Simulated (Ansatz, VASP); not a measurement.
**One calculation of Mo, two programs**

File INCAR:

```
PREC = Accurate
ENCUT = 520
EDIFF = 1E-6
ISMEAR = 0
SIGMA = 0.15
LREAL = F
LASPH = T
NELM = 80
ALGO = Fast
ISIF = 2
LWAVE = F
LCHARG = F
GGA = PE
NBANDS = 13
```

Contents of KPOINTS:

```
regular mesh
0
Gamma
  20 20 20
```

File POSCAR:

```
Mo
1.0
    0.0000000000      2.0010280217      1.7008738184
    2.0010280217      0.0000000000      1.7008738184
    2.0010280217      2.0010280217      0.0000000000
Mo
1
Direct
    0.0000000000      0.0000000000      0.0000000000
```

Input for Ansatz:

```yaml
crystal:
  lattice:
    - [0.0, 2.0010280217, 1.7008738184]
    - [2.0010280217, 0.0, 1.7008738184]
    - [2.0010280217, 2.0010280217, 0.0]
  atoms:
    - { symbol: Mo, position: [0.0, 0.0, 0.0] }
basis:
  ecutwfc: 420
kpoints:
  mp_grid: { grid: [20, 20, 20] }
hamiltonian:
  xc: pbe
scf:
  occupations: { method: gaussian, width: 0.15 }
output:
  forces: true
  stress: true
  eigenvalues: true
```

Change from the starting cell: engineering shear strain xz +0.0000, normal strain along z -0.1500.

Alike in both runs: task single point; functional PBE; k mesh 20 × 20 × 20; occupations gaussian, width 0.15 eV; no spin polarisation.

|  | VASP | Ansatz |
| --- | --- | --- |
| version | VASP 6.6.1 | Ansatz 0.2.0 |
| potentials or method | VASP PAW PBE potentials, release 64 (Mo_sv) | scalar-relativistic, plane waves, PAW |
| plane-wave cutoff (eV) | 520 | 420 |
| valence electrons in the cell | 14 | 14 |

VASP gave:

```
gap on the k mesh at the Fermi level (eV)       : none
pressure (GPa)                                  : 55.9
largest component of the traceless stress (GPa) : 24.71
```

Question: Estimate Ansatz's values.

Answer: gap on the k mesh at the Fermi level (eV): none; pressure (GPa): 54.9; largest component of the traceless stress (GPa): 24.74.

A gap of «none» marks a metal or a gap that the smearing closes.

Caveats: so large a pressure means that the cell lies far from this level's equilibrium, or that cutoff or potentials fall short (VASP).
